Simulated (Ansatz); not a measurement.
Fe2Si:

```
Fe Si
1.0
    -1.34748    1.34748    4.45257
     1.34748   -1.34748    4.45257
     1.34748    1.34748   -4.45257
Fe Si
2 1
Cartesian
  0.0000 0.0000 5.8807
  0.0000 0.0000 3.0245
  0.0000 0.0000 0.0000
```

The cell comes from a database or a generator and needn't be the stable form of this composition.

Base run:

- Program: Ansatz 0.2.0
- Functional: PBEsol
- Potentials or basis: Ansatz PAW
- Cutoff: 420 eV (not typed: the program's choice for these potentials)
- k mesh: 14 × 14 × 14
- Occupations: fermi-dirac, width 0.05 eV
- Spin: collinear spin, ferrimagnetic start
- Starting moments: [3.0, -1.5, 0.0] μB

Its results: band gap on the k mesh none (metal or under the smearing width); pressure -8.5 GPa; largest force 0.110 eV/Å.

Task: The run is repeated on the same cell with these changes: spin from collinear spin, ferrimagnetic start to no spin polarisation. What comes out?

Result: Band gap on the k mesh none (metal or under the smearing width); pressure -12.9 GPa; largest force 0.540 eV/Å.

Caveats: the PAW data sets come from PBE, with cores solved anew for the run's functional, which leaves a small shift of forces and pressure; the starting moments weren't kept (some runs).
